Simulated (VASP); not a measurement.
Crystal: Si.

```
CELL_PARAMETERS angstrom
-3.32544 3.32544 1.92239
3.32544 -3.32544 1.92239
3.32544 3.32544 -1.92239
ATOMIC_POSITIONS crystal
Si 0.17880 0.17880 0.35760
Si 0.82120 0.82120 0.64240
Si 0.17880 0.82120 0.00000
Si 0.82120 0.17880 0.00000
```

This isn't the form of Si at room conditions, which is diamond.

Base run:

- Program: VASP 6.6.1
- Functional: PBEsol
- Potentials or basis: VASP PAW PBE potentials, release 64 (Si)
- Cutoff: 520 eV
- k mesh: 10 × 10 × 10
- Occupations: gaussian, width 0.03 eV
- Spin: no spin polarisation

Its results: band gap on the k mesh 0.24 eV, indirect (least direct gap 0.28 eV); pressure -0.2 GPa; largest force 0.011 eV/Å.

Question: The run is repeated on the same cell with these changes: k mesh from 10 × 10 × 10 to 12 × 12 × 12. What comes out?

Answer: Band gap on the k mesh 0.16 eV, indirect (least direct gap 0.28 eV); pressure -0.2 GPa; largest force 0.011 eV/Å.

Caveats: the PAW data sets were made with another functional, which shifts forces and pressure a little.

A k mesh can miss the band edges.
